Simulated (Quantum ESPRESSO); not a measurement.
# Cr (P6_3/mmc) in Quantum ESPRESSO: single point with PBEsol

Aim: the single point of Cr with PBEsol.

Program: Quantum ESPRESSO 7.5. These are calculated values, not measurements. Logs are shortened: lines on timing, memory, paths and dates and some standing lists are left out, and cuts for length are marked.

### Step 1. The structure

It takes space group P6_3/mmc (No. 194, hexagonal). The conventional cell has a = 2.714 Å, b = 2.714 Å, c = 4.410 Å, α = 90.00°, β = 90.00°, γ = 120.00°. Around Cr (site symmetry -6m2) lie 12 Cr at 2.71 Å.

This isn't the form of Cr at room conditions, which is bcc.

### Step 2. Single point, PBEsol, collinear spin, ferromagnetic start

run.py reads:

```python
import numpy as np
from ase.calculators.espresso import Espresso, EspressoProfile
from ase import Atoms

atoms = Atoms(['Cr', 'Cr'],
              cell=[[2.714, 0.0, 0.0], [-1.357, 2.3503929459, 0.0], [0.0, 0.0, 4.41]],
              scaled_positions=[[0.6666666667, 0.3333333333, 0.75], [0.3333333333, 0.6666666667, 0.25]],
              pbc=True)
atoms.set_initial_magnetic_moments([3.0, 3.0])

input_data = {
    'control': {'calculation': 'scf', 'prefix': 'pwscf', 'outdir': './tmp', 'tprnfor': True, 'tstress': True, 'disk_io': 'nowf'},
    'system': {'ecutwfc': 45.0, 'ecutrho': 360.0, 'nbnd': 24, 'occupations': 'smearing', 'smearing': 'fd', 'degauss': 0.00367493, 'nspin': 2},
    'electrons': {'conv_thr': 4e-10, 'electron_maxstep': 120, 'mixing_beta': 0.3},
}
pseudopotentials = {'Cr': 'cr_pbesol_v1.5.uspp.F.UPF'}
profile = EspressoProfile(command='mpirun -n 2 pw.x -nk 2', pseudo_dir='pseudo')
dft = Espresso(profile=profile, input_data=input_data, pseudopotentials=pseudopotentials, kpts=(11, 11, 6), koffset=(0, 0, 0))
atoms.calc = dft

print(f'energy {atoms.get_potential_energy():.8f} eV')
print('forces (eV/A)')
print(np.round(atoms.get_forces(), 6))
print('stress (eV/A^3, Voigt)')
print(np.round(atoms.get_stress(), 8))
print(f'Fermi level {dft.get_fermi_level():.4f} eV')
```

Potentials or basis: GBRV 1.5 PBEsol.

Run with:

```sh
OMP_NUM_THREADS=1 python run.py
```

The log of the run:

```text
energy -4771.06069519 eV
forces (eV/A)
[[0. 0. 0.]
 [0. 0. 0.]]
stress (eV/A^3, Voigt)
[ 0.20768358  0.20768358  0.18246638 -0.         -0.         -0.        ]
Fermi level 15.1528 eV
```

espresso.pwi:

```text
&CONTROL
   calculation      = 'scf'
   tstress          = .true.
   tprnfor          = .true.
   outdir           = './tmp'
   prefix           = 'pwscf'
   disk_io          = 'nowf'
   pseudo_dir       = 'pseudo'
/
&SYSTEM
   nbnd             = 24
   ecutwfc          = 45.0
   ecutrho          = 360.0
   occupations      = 'smearing'
   degauss          = 0.00367493
   smearing         = 'fd'
   nspin            = 2
   starting_magnetization(1) = 3.0
   ntyp             = 1
   nat              = 2
   ibrav            = 0
/
&ELECTRONS
   electron_maxstep = 120
   conv_thr         = 4e-10
   mixing_beta      = 0.3
/
&IONS
/
&CELL
/
&FCP
/
&RISM
/
ATOMIC_SPECIES
Cr  51.9961 cr_pbesol_v1.5.uspp.F.UPF

K_POINTS automatic
11 11 6  0 0 0

CELL_PARAMETERS angstrom
2.71400000000000 0.00000000000000 0.00000000000000
-1.35700000000000 2.35039294590000 0.00000000000000
0.00000000000000 0.00000000000000 4.41000000000000

ATOMIC_POSITIONS angstrom
Cr  1.3570000001 0.7834643152 3.3075000000  
Cr  -0.0000000001 1.5669286307 1.1025000000
```

espresso.pwo:

```text
This program is part of the open-source Quantum ESPRESSO suite
     for quantum simulation of materials; please cite
         "P. Giannozzi et al., J. Phys.:Condens. Matter 21 395502 (2009);
         "P. Giannozzi et al., J. Phys.:Condens. Matter 29 465901 (2017);
         "P. Giannozzi et al., J. Chem. Phys. 152 154105 (2020);
     in publications or presentations arising from this work. More details at

Warning: card &CELL ignored
Warning: card &FCP ignored
Warning: card &RISM ignored

     Message from routine setup:
     using ibrav=0 with symmetry is DISCOURAGED, use correct ibrav instead

     K-points division:     npool     =       2
     Subspace diagonalization in iterative solution of the eigenvalue problem:
     a serial algorithm will be used

     G-vector sticks info
     --------------------
     sticks:   dense  smooth     PW     G-vecs:    dense   smooth      PW
     Sum         649     313    109                21891     7691    1389

     Using Slab Decomposition

     bravais-lattice index     =            0
     lattice parameter (alat)  =       5.1287  a.u.
     unit-cell volume          =     189.8390 (a.u.)^3
     number of atoms/cell      =            2
     number of atomic types    =            1
     number of electrons       =        28.00
     number of Kohn-Sham states=           24
     kinetic-energy cutoff     =      45.0000  Ry
     charge density cutoff     =     360.0000  Ry
     scf convergence threshold =      4.0E-10
     mixing beta               =       0.3000
     number of iterations used =            8  plain     mixing
     Exchange-correlation= SLA  PW   PSX  PSC
                           (   1   4  10   8   0   0   0)

     celldm(1)=   5.128717  celldm(2)=   0.000000  celldm(3)=   0.000000
     celldm(4)=   0.000000  celldm(5)=   0.000000  celldm(6)=   0.000000

     crystal axes: (cart. coord. in units of alat)
               a(1) = (   1.000000   0.000000   0.000000 )
               a(2) = (  -0.500000   0.866025   0.000000 )
               a(3) = (   0.000000   0.000000   1.624908 )

     reciprocal axes: (cart. coord. in units 2 pi/alat)
               b(1) = (  1.000000  0.577350 -0.000000 )
               b(2) = (  0.000000  1.154701  0.000000 )
               b(3) = (  0.000000 -0.000000  0.615420 )

     PseudoPot. # 1 for Cr read from file:
     cr_pbesol_v1.5.uspp.F.UPF
     Pseudo is Ultrasoft + core correction, Zval = 14.0
     Generated by new atomic code, or converted to UPF format
     Using radial grid of  857 points,  6 beta functions with:
                l(1) =   0
                l(2) =   0
                l(3) =   1
                l(4) =   1
                l(5) =   2
                l(6) =   2
     Q(r) pseudized with  8 coefficients,  rinner =    0.950   0.950   0.950
                                                       0.950   0.950

     atomic species   valence    mass     pseudopotential
     Cr               14.00    51.99610     Cr( 1.00)

     Starting magnetic structure
     atomic species   magnetization
     Cr              0.214

     24 Sym. Ops., with inversion, found (12 have fractional translation)

   Cartesian axes

     site n.     atom                  positions (alat units)
         1        Cr     tau(   1) = (   0.5000000   0.2886751   1.2186809  )
         2        Cr     tau(   2) = (  -0.0000000   0.5773503   0.4062270  )

     number of k points=    64  Fermi-Dirac smearing, width (Ry)=  0.0037
                       cart. coord. in units 2pi/alat
        k(    1) = (   0.0000000   0.0000000   0.0000000), wk =   0.0013774
        k(    2) = (   0.0000000   0.0000000   0.1025699), wk =   0.0027548
        k(    3) = (   0.0000000   0.0000000   0.2051398), wk =   0.0027548
        k(    4) = (   0.0000000   0.0000000  -0.3077098), wk =   0.0013774
        k(    5) = (   0.0000000   0.1049728   0.0000000), wk =   0.0082645
        k(    6) = (   0.0000000   0.1049728   0.1025699), wk =   0.0165289
[... 56 lines left out ...]
        k(   63) = (   0.2727273   0.5773503   0.2051398), wk =   0.0165289
        k(   64) = (   0.2727273   0.5773503  -0.3077098), wk =   0.0082645

     Dense  grid:    21891 G-vectors     FFT dimensions: (  32,  32,  54)

     Smooth grid:     7691 G-vectors     FFT dimensions: (  24,  24,  36)

     Check: negative core charge=   -0.000012
     Generating pointlists ...
     new r_m :   0.4111 (alat units)  2.1086 (a.u.) for type    1

     Initial potential from superposition of free atoms

     starting charge      26.0000, renormalised to      28.0000
     Starting wfcs are   20 randomized atomic wfcs +    4 random wfcs

     Self-consistent Calculation

     iteration #  1     ecut=    45.00 Ry     beta= 0.30
     Davidson diagonalization with overlap
     ethr =  1.00E-02,  avg # of iterations =  5.7

     negative rho (up, down):  1.319E-04 1.709E-03

     total energy              =    -349.93848790 Ry
     estimated scf accuracy    <       5.05863965 Ry

     total magnetization       =     2.14 Bohr mag/cell
     absolute magnetization    =     2.15 Bohr mag/cell

     iteration #  2     ecut=    45.00 Ry     beta= 0.30
     Davidson diagonalization with overlap
     ethr =  1.00E-02,  avg # of iterations =  2.0

     negative rho (up, down):  0.000E+00 2.996E-03

     total energy              =    -350.61882987 Ry
     estimated scf accuracy    <       0.09191977 Ry

     total magnetization       =     3.69 Bohr mag/cell
     absolute magnetization    =     3.69 Bohr mag/cell

     iteration #  3     ecut=    45.00 Ry     beta= 0.30
     Davidson diagonalization with overlap
     ethr =  3.28E-04,  avg # of iterations =  3.4

     negative rho (up, down):  0.000E+00 4.521E-03

     total energy              =    -350.64837789 Ry
     estimated scf accuracy    <       0.02082278 Ry

     total magnetization       =     3.81 Bohr mag/cell
     absolute magnetization    =     3.81 Bohr mag/cell

     iteration #  4     ecut=    45.00 Ry     beta= 0.30
     Davidson diagonalization with overlap
     ethr =  7.44E-05,  avg # of iterations =  2.7

     negative rho (up, down):  0.000E+00 5.027E-03

     total energy              =    -350.63721214 Ry
     estimated scf accuracy    <       0.09522932 Ry

     total magnetization       =     3.06 Bohr mag/cell
     absolute magnetization    =     3.07 Bohr mag/cell

     iteration #  5     ecut=    45.00 Ry     beta= 0.30
     Davidson diagonalization with overlap
     ethr =  7.44E-05,  avg # of iterations =  2.8

     negative rho (up, down):  0.000E+00 5.378E-03

     total energy              =    -350.66294982 Ry
     estimated scf accuracy    <       0.00974046 Ry

     total magnetization       =     3.05 Bohr mag/cell
     absolute magnetization    =     3.06 Bohr mag/cell

     iteration #  6     ecut=    45.00 Ry     beta= 0.30
     Davidson diagonalization with overlap
     ethr =  3.48E-05,  avg # of iterations =  1.1

     negative rho (up, down):  0.000E+00 3.909E-03

     total energy              =    -350.65952940 Ry
     estimated scf accuracy    <       0.01830485 Ry

     total magnetization       =     3.26 Bohr mag/cell
     absolute magnetization    =     3.26 Bohr mag/cell
[... 127 lines left out ...]
     total energy              =    -350.66649717 Ry
     estimated scf accuracy    <       0.00000344 Ry

     total magnetization       =     1.70 Bohr mag/cell
     absolute magnetization    =     1.70 Bohr mag/cell

     iteration # 18     ecut=    45.00 Ry     beta= 0.30
     Davidson diagonalization with overlap
     ethr =  2.92E-09,  avg # of iterations =  2.4

     negative rho (up, down):  0.000E+00 1.894E-03

     total energy              =    -350.66652347 Ry
     estimated scf accuracy    <       0.00000010 Ry

     total magnetization       =     1.75 Bohr mag/cell
     absolute magnetization    =     1.75 Bohr mag/cell

     iteration # 19     ecut=    45.00 Ry     beta= 0.30
     Davidson diagonalization with overlap
     ethr =  3.50E-10,  avg # of iterations =  2.0

     negative rho (up, down):  0.000E+00 1.903E-03

     total energy              =    -350.66652360 Ry
     estimated scf accuracy    <       0.00000003 Ry

     total magnetization       =     1.76 Bohr mag/cell
     absolute magnetization    =     1.76 Bohr mag/cell

     iteration # 20     ecut=    45.00 Ry     beta= 0.30
     Davidson diagonalization with overlap
     ethr =  1.05E-10,  avg # of iterations =  2.2

     negative rho (up, down):  0.000E+00 1.903E-03

     total energy              =    -350.66652389 Ry
     estimated scf accuracy    <          4.4E-10 Ry

     total magnetization       =     1.76 Bohr mag/cell
     absolute magnetization    =     1.76 Bohr mag/cell

     iteration # 21     ecut=    45.00 Ry     beta= 0.30
     Davidson diagonalization with overlap
     ethr =  1.59E-12,  avg # of iterations =  2.0

     negative rho (up, down):  0.000E+00 1.903E-03

     Magnetic moment per site  (integrated on atomic sphere of radius R)
     atom   1 (R=0.411)  charge= 12.5388  magn=  0.8082
     atom   2 (R=0.411)  charge= 12.5388  magn=  0.8082

     End of self-consistent calculation

     Number of k-points >= 100: set verbosity='high' to print the bands.

     the Fermi energy is    15.1528 ev

!    total energy              =    -350.66652389 Ry
     estimated scf accuracy    <          2.3E-10 Ry
     smearing contrib. (-TS)   =      -0.00249127 Ry
     internal energy E=F+TS    =    -350.66403262 Ry

     The total energy is F=E-TS. E is the sum of the following terms:
     one-electron contribution =    -140.32418319 Ry
     hartree contribution      =      81.98699630 Ry
     xc contribution           =     -44.13500910 Ry
     ewald contribution        =    -248.19183662 Ry

     total magnetization       =     1.76 Bohr mag/cell
     absolute magnetization    =     1.76 Bohr mag/cell

     convergence has been achieved in  21 iterations

     negative rho (up, down):  0.000E+00 1.903E-03

     Forces acting on atoms (cartesian axes, Ry/au):

     atom    1 type  1   force =     0.00000000    0.00000000    0.00000000
     atom    2 type  1   force =     0.00000000    0.00000000    0.00000000

     Total force =     0.000000     Total SCF correction =     0.000000

     Computing stress (Cartesian axis) and pressure

     negative rho (up, down):  0.000E+00 1.903E-03
          total   stress  (Ry/bohr**3)                   (kbar)     P=     -319.28
  -0.00226196   0.00000000   0.00000000         -332.75        0.00        0.00
   0.00000000  -0.00226196   0.00000000            0.00     -332.75        0.00
   0.00000000   0.00000000  -0.00198731            0.00        0.00     -292.34

=------------------------------------------------------------------------------=
   JOB DONE.
=------------------------------------------------------------------------------=
```

Wall time 52 s (2 MPI ranks of Arm Neoverse V1, shared host); peak memory 0.22 GiB.

Results:

| Quantity | Value |
| --- | --- |
| Free energy | -4771.0611 eV |
| Pressure | -31.9 GPa |
| Band gap on the k mesh | none (metal or under the smearing width) |
| Net moment | 1.76 μB per cell |
| Absolute moment | 1.76 μB per cell |
| Site moments | Cr +0.81 μB |
| Valence electrons inside the program's atomic spheres | Cr 12.54 |

Stress tensor (GPa, compression positive):
```
-33.27   0.00   0.00
  0.00 -33.27   0.00
  0.00   0.00 -29.23
```

Caveat: a pressure of tens of GPa on the cell as given is suspect, and the run, the potentials or the cell itself is likely at fault.
